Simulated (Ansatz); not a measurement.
# ZnAu: the cost of one run

Program: Ansatz 0.2.0. Level of theory: DFT PBE, scalar-relativistic, plane waves, PAW. These are calculated values, not measurements.

### Step 1. The structure to begin with

It takes space group P-6m2 (No. 187, hexagonal). The conventional cell has a = 2.909 Å, b = 2.909 Å, c = 4.362 Å, α = 90.00°, β = 90.00°, γ = 120.00°. Zn (site symmetry -6m2) is surrounded by 6 Au at 2.75 Å and 6 Zn at 2.91 Å. Around Au (site symmetry -6m2) lie 6 Zn at 2.75 Å and 6 Au at 2.91 Å.

As a file:

```xyz
2
Lattice="2.9088 0.0000 0.0000 -1.4544 2.5191 0.0000 0.0000 0.0000 4.3616" Properties=species:S:1:pos:R:3 pbc="T T T"
Zn    1.4544    0.8397    0.0000
Au    0.0000    0.0000    2.1808
```

This is candidate A: LiPd type (P-6m2, No. 187).

(A quick probe on a coarse mesh, which set the mesh and smearing, is not shown.)

### Step 3. Rough relaxation on the coarse mesh (candidate A)

input.yaml reads:

```yaml
crystal:
  lattice:
    - [2.9088116082, 0.0, 0.0]
    - [-1.4544058041, 2.5191047476, 0.0]
    - [0.0, 0.0, 4.3616421004]
  atoms:
    - { symbol: Zn, position: [0.6666666667, 0.3333333333, 0.0] }
    - { symbol: Au, position: [0.0, 0.0, 0.5] }
basis:
  ecutwfc: 420
kpoints:
  mp_grid: { grid: [6, 6, 4] }
hamiltonian:
  xc: pbe
scf:
  occupations: { method: gaussian, width: 0.1 }
  lower_state_search: "off"
output:
  forces: true
  stress: true
  eigenvalues: true
relax:
  adjacent_minimum: "off"
  f_tol: 0.04
  max_steps: 70
  cell: { stress_tol: 0.4 }
```

On the command line:

```bash
$ ansatz run input.yaml --threads 1 --pin off --max-ram 2560MiB --backend cpu --events-out ev --progress --plain --runs-dir out
```

**Question.** How long does this run take on 1 thread of Arm Neoverse V2, shared host, and how much memory does it need?

About 5.4 s, with a peak of 0.27 GiB.
